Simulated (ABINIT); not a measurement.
InPd: equation of state with PBE

InPd:

```xyz
2
Lattice="3.2719 0.0000 0.0000 0.0000 3.2719 0.0000 0.0000 0.0000 3.2719" Properties=species:S:1:pos:R:3 pbc="T T T"
In    0.0000    0.0000    0.0000
Pd    1.6359    1.6359    1.6359
```

The cell comes from a database or a generator and needn't be the stable form of this composition.

```
Program                                         : ABINIT 10.8.3 (patched build)
Task                                            : equation of state
Functional                                      : PBE
Potentials or basis                             : JTH PAW PBE v2.0
Cutoff                                          : 599 eV
k mesh                                          : 8 × 8 × 8
Occupations                                     : fermi-dirac, width 0.05 eV
Spin                                            : no spin polarisation
Fine-grid cutoff                                : 1197.3 eV
Exchange and correlation inside the PAW spheres : full angular mesh (pawxcdev 0, this build's default; the released program takes 1)
```

```json
{
  "Equilibrium volume": "18.04 Å³/atom",
  "Bulk modulus": "112 GPa",
  "Pressure derivative of the bulk modulus": "6.0"
}
```

Energy against volume, from the lowest point:
```tsv
volume (Å³/atom)	energy (meV/atom)
16.462	59.05
16.813	33.75
17.163	16.15
17.513	5.18
17.863	0.01
18.214	0.00
18.564	4.42
```

Run time: 4.3 min on 1 thread of Intel(R) Xeon(R) Platinum 8488C (Sapphire Rapids) (shared host), peak memory 0.16 GiB.

Caveat: pressures at fixed basis lie under the slope of the energies.
